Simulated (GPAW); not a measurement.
# As (R-3m) in GPAW: reference runs

Aim: a first look at As with PBE, on the cell as given and on a disturbed one.

Everything below comes from runs of GPAW 26.7.0. Logs are shortened: lines on timing, memory, paths and dates and some standing lists are left out, and cuts for length are marked. The log counts tension as positive stress, the text compression.

### 1 The crystal as given

Symmetry: R-3m, No. 166, trigonal system. Conventional cell: a = 3.762 Å, b = 3.762 Å, c = 10.542 Å, α = 90.00°, β = 90.00°, γ = 120.00°. Around As (site symmetry 3m) lie 3 As at 2.51 Å.

### 2 Single point, PBE

Input file run.py:

```python
from ase import Atoms
from ase.dft.bandgap import bandgap
from ase.io import write
from ase.units import Bohr, GPa
from gpaw import GPAW, PW
from gpaw.elf import elf_from_dft_calculation

atoms = Atoms(['As', 'As'],
              cell=[[1.8807968987, 1.0858785957, 3.5140619945],
                    [-1.8807968987, 1.0858785957, 3.5140619945],
                    [0.0, -2.1717571915, 3.5140619945]],
              scaled_positions=[[0.226, 0.226, 0.226],
                                [0.774, 0.774, 0.774]],
              pbc=True)

calc = GPAW(mode=PW(600),
            xc='PBE',
            kpts={'size': (9, 9, 9), 'gamma': True},
            occupations={'name': 'fermi-dirac', 'width': 0.05},
            nbands=13,
            convergence={'density': 1e-05, 'energy': 1e-05},
            maxiter=150,
            txt='gpaw.txt')
atoms.calc = calc
energy = atoms.get_potential_energy()
forces = atoms.get_forces()
stress = atoms.get_stress()
calc.write('gs.gpw')
write('result.traj', atoms)
print(f'Energy: {energy:.6f} eV')
print('Forces (eV/A):')
print(forces.round(4))
print('Stress (GPa):', (stress / GPa).round(3))
print('Fermi level:', round(calc.get_fermi_level(), 4), 'eV')
print(f'Gap: {bandgap(calc)[0]:.4f} eV, direct: {bandgap(calc, direct=True)[0]:.4f} eV')

# fields on the real-space grid
write('density.cube', atoms, data=calc.get_pseudo_density() * Bohr**3)
write('potential.cube', atoms, data=calc.get_electrostatic_potential())
write('elf.cube', atoms, data=elf_from_dft_calculation(calc).data)
```

Potentials or basis: GPAW PAW data sets (gpaw-data 1.2.1), pw.

On the command line:

```sh
$ OMP_NUM_THREADS=1 python run.py
```

gpaw.txt:

```text
__  _  _
 | _ |_)|_||  |
 |__||  | ||/\| - 26.7.0

Input parameters:
  mode=PW(ecut=600.0),
  convergence={'density': 1e-05, 'energy': 1e-05},
  kpts=MonkhorstPack(size=(9, 9, 9), gamma=True),
  maxiter=150,
  nbands=13,
  occupations=Occupations(name='fermi-dirac', width=0.05),
  xc=XC(name='PBE')

Diagonalizing LCAO Hamiltonian
Converting LCAO to pw mode

       As

       As

Atoms  # Å, Bohr magnetons
|   | symbol |         x |         y |        z |    initial magnetic moments |
|---|--------|-----------|-----------|----------|-----------------------------|
| 0 |     As | -0.000000 | -0.000000 | 2.382534 | ( 0.0000,  0.0000,  0.0000) |
| 1 |     As |  0.000000 | -0.000000 | 8.159652 | ( 0.0000,  0.0000,  0.0000) |

Unit cell  # Å
| periodic |         x |         y |        z |  lengths |    angles |
|----------|-----------|-----------|----------|----------|-----------|
|      yes |  1.880797 |  1.085879 | 3.514062 | 4.131000 | 54.167000 |
|      yes | -1.880797 |  1.085879 | 3.514062 | 4.131000 | 54.167000 |
|      yes |  0.000000 | -2.171757 | 3.514062 | 4.131000 | 54.167000 |

Number of symmetries: 12
Symmetry operations  # r_c * U_cc + t_c -> r_c
|    | kind |            matrix            |
|----|------|------------------------------|
|  0 |  E   |  1, 0, 0,  0, 1, 0,  0, 0, 1 |
|  1 |  σ   |  1, 0, 0,  0, 0, 1,  0, 1, 0 |
|  2 |  σ   |  0, 1, 0,  1, 0, 0,  0, 0, 1 |
|  3 |  C3  |  0, 1, 0,  0, 0, 1,  1, 0, 0 |
|  4 |  C3  |  0, 0, 1,  1, 0, 0,  0, 1, 0 |
|  5 |  σ   |  0, 0, 1,  0, 1, 0,  1, 0, 0 |
|  6 |  C2  |  0, 0,-1,  0,-1, 0, -1, 0, 0 |
|  7 |  S6  |  0, 0,-1, -1, 0, 0,  0,-1, 0 |
|  8 |  S6  |  0,-1, 0,  0, 0,-1, -1, 0, 0 |
|  9 |  C2  |  0,-1, 0, -1, 0, 0,  0, 0,-1 |
| 10 |  C2  | -1, 0, 0,  0, 0,-1,  0,-1, 0 |
| 11 |  i   | -1, 0, 0,  0,-1, 0,  0, 0,-1 |

BZ-sampling:
  Number of BZ points: 729
  Number of IBZ points: 85

  Monkhorst-Pack size: [9, 9, 9]
  Monkhorst-Pack shift: [0, 0, 0]

K-points  # in reciprocal-cell coordinates
|     |                                coordinates |     weight |
|-----|--------------------------------------------|------------|
|   0 | (  0.00000000,   0.00000000,   0.00000000) | 0.00137174 |
|   1 | (  0.11111111,   0.00000000,  -0.11111111) | 0.00823045 |
|   2 | (  0.11111111,   0.00000000,   0.00000000) | 0.00823045 |
|   3 | (  0.11111111,   0.11111111,  -0.11111111) | 0.00823045 |
|   4 | (  0.11111111,   0.11111111,   0.00000000) | 0.00823045 |
|   5 | (  0.11111111,   0.11111111,   0.11111111) | 0.00274348 |
|   6 | (  0.22222222,  -0.11111111,  -0.11111111) | 0.00823045 |
|   7 | (  0.22222222,   0.00000000,  -0.22222222) | 0.00823045 |
|   8 | (  0.22222222,   0.00000000,  -0.11111111) | 0.01646091 |
|   9 | (  0.22222222,   0.00000000,   0.00000000) | 0.00823045 |
| ... |                                            |            |
|  84 | (  0.44444444,   0.44444444,   0.44444444) | 0.00274348 |

Plane wave coefficients: 1461
Cutoff: 600.0 eV

Spin-components: 1 (collinear spins)
Bands:           13
Projectors:      10
Spin-degeneracy: 2
Datatype:        complex128

Density:
  Valence electrons: 10.0
  Components: 1
  Grid points: [24 24 24]
  Charge: 0.0  # |e|

Potential:
  Grid points: [24 24 24]

species:
  As:
    name:    Arsenic
    Z:       33.0
    valence: 5
    core:    28
    charge:  0.0  # [|e|]
    compensation charges:
      type: gauss
      rc: 0.33  # [Å]
      lmax: 2
    cutoffs:
      filter: 1.87  # [Å]
      core: 2.96  # [Å]
    projectors
    | kind |    occ | energy [eV] | rcut [Å] |
    |------|--------|-------------|----------|
    |   4s |  2.000 |     -14.487 |    1.058 |
    |   4p |  3.000 |      -5.196 |    1.058 |
    |    s |        |      12.725 |    1.058 |
    |    p |        |      22.016 |    1.058 |
    |    d |        |       0.000 |    1.058 |

    Using partial waves for As as LCAO basis

Reference energy: -123005.947200  # eV

eigensolver:
  PPCG
  Converge bands: occupied
  niter=2

density mixing:
  MSR1-Mixer
  Pratt-step length: 0.05
  Maximum mixing coefficient: 0.75
  Old densities: 10
  SVD Regularization: 0.005
  Good broyden scale: 1.0
  Trust region scale: 1.0
  Backstep threshold: 4.0
  History deletion threshold: 6.0
  Fourier metric: weight=20.0, sigma=0.015

occupation numbers:
  Fermi-Dirac:
    width: 0.0500  # eV

poisson solver:
  ecut: 4800.0  # eV

xc functional:
[... 9 lines left out ...]
|iter     | |      energy | eigst |  dens |
|---------|-|-------------|-------|-------|
|iter:   1| |   -9.318460 | -0.70 |       |
|iter:   2| |   -9.318978 | -3.02 | -1.16 |
|iter:   3| |   -9.311346 | -3.29 | -1.18 |
|iter:   4| |   -9.311244 | -4.11 | -1.74 |
|iter:   5| |   -9.311271 | -6.12 | -2.83 |
|iter:   6| |   -9.311276c| -7.13 | -3.30 |
|iter:   7| |   -9.311277c| -8.49c| -4.03 |
|iter:   8| |   -9.311277c| -9.46c| -5.20c|

Converged in 8 steps
Energy contributions relative to reference atoms: (reference = -123005.947200)

Energy contributions:
  Kinetic:          19.867771
  Coulomb:         -19.141474
  Zero:             -0.019889
  External:          0.000000
  Xc:              -10.016943
  Entropy:          -0.001485
  Spinorbit:         0.000000
  ----------------------------
  Free energy:      -9.312019
  Extrapolated:     -9.311277

dipole moment: (-0.000000, 0.000000, -0.000024)  # |e|*Ang

Fermi level: 7.023
Eigenvalues  # (at kpt = [0.000, 0.000, 0.000])
| band index |      eig [eV] | occ [0-2] |
|------------|---------------|-----------|
|          0 |        -8.060 |     2.000 |
|          1 |         1.225 |     2.000 |
|          2 |         4.534 |     2.000 |
|          3 |         4.963 |     2.000 |
|          4 |         4.963 |     2.000 |
|          5 |         8.598 |     0.000 |
|          6 |         9.916 |     0.000 |
|          7 |         9.916 |     0.000 |
|          8 |        13.931 |     0.000 |
|          9 |        13.931 |     0.000 |
|         10 |        14.450 |     0.000 |
|         11 |        15.866 |     0.000 |
|         12 |        15.975 |     0.000 |

No gap
No difference between direct/indirect transitions

Forces  # eV/Ang
|       x |        y |        z |
|---------|----------|----------|
| 0.00000 | -0.00000 |  0.48295 |  # As   0
| 0.00000 |  0.00000 | -0.48295 |  # As   1

Stress tensor  # eV/Ang^3
|         x |         y |         z |
|-----------|-----------|-----------|
| -0.026002 | -0.000000 | -0.000000 |
| -0.000000 | -0.026002 | -0.000000 |
| -0.000000 | -0.000000 | -0.021345 |

# Writing to gs.gpw (mode='')
```

Wall time 20 s (1 thread of Intel Xeon Platinum 8488C (Sapphire Rapids), shared host); peak memory 0.18 GiB.

What came out:

```yaml
Free_energy: -9.3120 eV
Pressure: 3.9 GPa
Largest_force: 0.483 eV/Å
Band_gap_on_the_k_mesh: none (metal or under the smearing width)
```

Forces in eV/Å, atoms in the order of the input:
```
As   0.000  0.000  0.483
As   0.000  0.000 -0.483
```

Stress tensor (GPa, compression positive):
```
4.17 0.00 0.00
0.00 4.17 0.00
0.00 0.00 3.42
```

### 3 Single point, PBE (atoms moved at random, drawn with an rms of 0.05 Å)

run.py: that of step 2 with these lines changed.

```diff
@@ -3,5 +3,4 @@
 from ase.io import write
-from ase.units import Bohr, GPa
+from ase.units import GPa
 from gpaw import GPAW, PW
-from gpaw.elf import elf_from_dft_calculation
 
@@ -11,4 +10,4 @@
                     [0.0, -2.1717571915, 3.5140619945]],
-              scaled_positions=[[0.226, 0.226, 0.226],
-                                [0.774, 0.774, 0.774]],
+              scaled_positions=[[0.21182, 0.224744, 0.232824],
+                                [0.775524, 0.775501, 0.768129]],
               pbc=True)
@@ -35,6 +34 @@
 print(f'Gap: {bandgap(calc)[0]:.4f} eV, direct: {bandgap(calc, direct=True)[0]:.4f} eV')
-
-# fields on the real-space grid
-write('density.cube', atoms, data=calc.get_pseudo_density() * Bohr**3)
-write('potential.cube', atoms, data=calc.get_electrostatic_potential())
-write('elf.cube', atoms, data=elf_from_dft_calculation(calc).data)
```

Potentials or basis: GPAW PAW data sets (gpaw-data 1.2.1), pw.

On the command line:

```sh
$ OMP_NUM_THREADS=1 python run.py
```

gpaw.txt:

```text
__  _  _
 | _ |_)|_||  |
 |__||  | ||/\| - 26.7.0

Input parameters:
  mode=PW(ecut=600.0),
  convergence={'density': 1e-05, 'energy': 1e-05},
  kpts=MonkhorstPack(size=(9, 9, 9), gamma=True),
  maxiter=150,
  nbands=13,
  occupations=Occupations(name='fermi-dirac', width=0.05),
  xc=XC(name='PBE')

Diagonalizing LCAO Hamiltonian
Converting LCAO to pw mode

       As

       As

Atoms  # Å, Bohr magnetons
|   | symbol |         x |         y |        z |    initial magnetic moments |
|---|--------|-----------|-----------|----------|-----------------------------|
| 0 |     As | -0.024307 | -0.031582 | 2.352271 | ( 0.0000,  0.0000,  0.0000) |
| 1 |     As |  0.000043 |  0.016035 | 8.149651 | ( 0.0000,  0.0000,  0.0000) |

Unit cell  # Å
| periodic |         x |         y |        z |  lengths |    angles |
|----------|-----------|-----------|----------|----------|-----------|
|      yes |  1.880797 |  1.085879 | 3.514062 | 4.131000 | 54.167000 |
|      yes | -1.880797 |  1.085879 | 3.514062 | 4.131000 | 54.167000 |
|      yes |  0.000000 | -2.171757 | 3.514062 | 4.131000 | 54.167000 |

Number of symmetries: 1
Symmetry operations  # r_c * U_cc + t_c -> r_c
|   | kind |            matrix            |
|---|------|------------------------------|
| 0 |  E   |  1, 0, 0,  0, 1, 0,  0, 0, 1 |

BZ-sampling:
  Number of BZ points: 729
  Number of IBZ points: 365

  Monkhorst-Pack size: [9, 9, 9]
  Monkhorst-Pack shift: [0, 0, 0]

K-points  # in reciprocal-cell coordinates
|     |                                coordinates |     weight |
[... 68 lines left out ...]
  Old densities: 10
  SVD Regularization: 0.005
  Good broyden scale: 1.0
  Trust region scale: 1.0
  Backstep threshold: 4.0
  History deletion threshold: 6.0
  Fourier metric: weight=20.0, sigma=0.015

occupation numbers:
  Fermi-Dirac:
    width: 0.0500  # eV

poisson solver:
  ecut: 4800.0  # eV

xc functional:
[... 9 lines left out ...]
|iter     | |      energy | eigst |  dens |
|---------|-|-------------|-------|-------|
|iter:   1| |   -9.299904 | -0.69 |       |
|iter:   2| |   -9.300171 | -3.01 | -1.15 |
|iter:   3| |   -9.290749 | -3.24 | -1.18 |
|iter:   4| |   -9.290639 | -4.08 | -1.74 |
|iter:   5| |   -9.290669 | -6.08 | -2.79 |
|iter:   6| |   -9.290674c| -7.06 | -3.28 |
|iter:   7| |   -9.290674c| -8.39c| -3.98 |
|iter:   8| |   -9.290674c| -8.32c| -4.67 |
|iter:   9| |   -9.290674c| -9.42c| -5.39c|

Converged in 9 steps
Energy contributions relative to reference atoms: (reference = -123005.947200)

Energy contributions:
  Kinetic:          20.788631
  Coulomb:         -19.920298
  Zero:             -0.020497
  External:          0.000000
  Xc:              -10.137688
  Entropy:          -0.001645
  Spinorbit:         0.000000
  ----------------------------
  Free energy:      -9.291497
  Extrapolated:     -9.290674

dipole moment: (-0.174028, -0.110510, -0.291051)  # |e|*Ang

Fermi level: 7.008
Eigenvalues  # (at kpt = [0.000, 0.000, 0.000])
| band index |      eig [eV] | occ [0-2] |
|------------|---------------|-----------|
|          0 |        -8.099 |     2.000 |
|          1 |         1.257 |     2.000 |
|          2 |         4.569 |     2.000 |
|          3 |         4.783 |     2.000 |
|          4 |         5.070 |     2.000 |
|          5 |         8.477 |     0.000 |
|          6 |         9.665 |     0.000 |
|          7 |        10.113 |     0.000 |
|          8 |        13.828 |     0.000 |
|          9 |        14.123 |     0.000 |
|         10 |        14.579 |     0.000 |
|         11 |        15.867 |     0.000 |
|         12 |        15.947 |     0.000 |

No gap
No difference between direct/indirect transitions

Forces  # eV/Ang
|        x |        y |        z |
|----------|----------|----------|
|  0.13398 |  0.30020 |  0.70151 |  # As   0
| -0.13398 | -0.30020 | -0.70152 |  # As   1

Stress tensor  # eV/Ang^3
|         x |         y |         z |
|-----------|-----------|-----------|
| -0.025769 |  0.001543 | -0.003998 |
|  0.001543 | -0.033555 | -0.008618 |
| -0.003998 | -0.008618 | -0.025726 |

# Writing to gs.gpw (mode='')
```

Wall time 93 s (1 thread of Arm Neoverse V2, shared host); peak memory 0.34 GiB.

What came out:

```
Free energy            : -9.2915 eV
Pressure               : 4.5 GPa
Largest force          : 0.775 eV/Å
Band gap on the k mesh : none (metal or under the smearing width)
```

Forces in eV/Å, atoms in the order of the input:
```
As   0.134  0.300  0.702
As  -0.134 -0.300 -0.702
```

Stress tensor (GPa, compression positive):
```
 4.13 -0.25  0.64
-0.25  5.38  1.38
 0.64  1.38  4.12
```
